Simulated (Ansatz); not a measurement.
(101) slab cut from the bulk of C, P6/mmm (No. 191); the slab's formula is C:

```yaml
crystal:
  lattice:
    - [2.46635, 0.00000, 0.00000]
    - [-1.23318, 8.78509, 0.00000]
    - [0.00000, 0.00000, 26.04977]
  atoms:
    - { symbol: C, position: [0.03941, 0.07882, 0.28791] }
    - { symbol: C, position: [0.54926, 0.09852, 0.31442] }
    - { symbol: C, position: [0.56896, 0.13793, 0.36744] }
    - { symbol: C, position: [0.07882, 0.15763, 0.39396] }
    - { symbol: C, position: [0.09852, 0.19704, 0.44698] }
    - { symbol: C, position: [0.60837, 0.21675, 0.47349] }
    - { symbol: C, position: [0.62808, 0.25615, 0.52651] }
    - { symbol: C, position: [0.13793, 0.27586, 0.55302] }
    - { symbol: C, position: [0.15763, 0.31527, 0.60604] }
    - { symbol: C, position: [0.66748, 0.33497, 0.63256] }
    - { symbol: C, position: [0.68719, 0.37438, 0.68558] }
    - { symbol: C, position: [0.19704, 0.39408, 0.71209] }
```

Level of theory: Ansatz 0.2.0, DFT PBE, scalar-relativistic, plane waves, PAW. Cutoff 420 eV; k points 14×4×1 on the computed 12-atom cell (Γ-centred); Gaussian smearing, width 0.10 eV; no spin polarisation. The cell repeats along c with a dipole correction in the vacuum.

Q: What forces act on the atoms?

A:
```
atom Fx (eV/Å) Fy (eV/Å) Fz (eV/Å)
  C1      0.000      0.425      1.730
  C2      0.000     -0.639     -2.574
  C3      0.000      0.230      0.910
  C4      0.000     -0.044     -0.171
  C5      0.000      0.028      0.112
  C6      0.000     -0.011     -0.044
  C7      0.000      0.011      0.044
  C8      0.000     -0.028     -0.112
  C9      0.000      0.044      0.171
 C10      0.000     -0.230     -0.910
 C11      0.000      0.639      2.574
 C12      0.000     -0.425     -1.729
```

The reference crystal is a form of C, which isn't its usual structure.

Cost: 1 run of about 1.9 core-minutes, on Intel Xeon Processor @ 2.70GHz (shared hosts).